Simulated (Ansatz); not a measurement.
## P under pressure

Method: Ansatz, DFT PBE+D3(BJ), scalar-relativistic, plane waves, PAW. (420 eV cutoff, 18×18×18 k-mesh, Gaussian smearing of 0.10 eV, no spin polarisation)

The relaxed crystal:

```
P
1.0
     2.40726    0.00000    0.00000
     0.00000    2.40726    0.00000
     0.00000    0.00000    2.40737
P
1
Cartesian
  0.0000 0.0000 0.0000
```

Cell and atoms are relaxed at each pressure within the symmetry of the start, at zero temperature, so transitions that lower the symmetry aren't seen. The k-mesh given is that at zero pressure and may differ at others. a, b and c are the lengths of the cell vectors above.

A cell with an odd number of electrons and no spin polarisation is a metal by construction and may be lower with spin.

| P (GPa) | V (Å³/atom) | V/V0 | a (Å) | b (Å) | c (Å) |
| --- | --- | --- | --- | --- | --- |
| -2 | 14.22 | 1.019 | 2.423 | 2.423 | 2.423 |
| 0 | 13.95 | 1.000 | 2.407 | 2.407 | 2.407 |
| 2 | 13.74 | 0.985 | 2.395 | 2.395 | 2.395 |
| 5 | 13.45 | 0.964 | 2.378 | 2.378 | 2.378 |
| 10 | 13.05 | 0.935 | 2.354 | 2.354 | 2.354 |
| 20 | 12.39 | 0.888 | 2.314 | 2.314 | 2.314 |
| 40 | 11.40 | 0.817 | 2.251 | 2.251 | 2.251 |

Problem. What bulk modulus and pressure derivative fit these points?

Solution. A third-order Birch–Murnaghan fit gives B0 = 129 GPa and B0' = 4.3.

This simple cubic form isn't the element's structure at ambient conditions.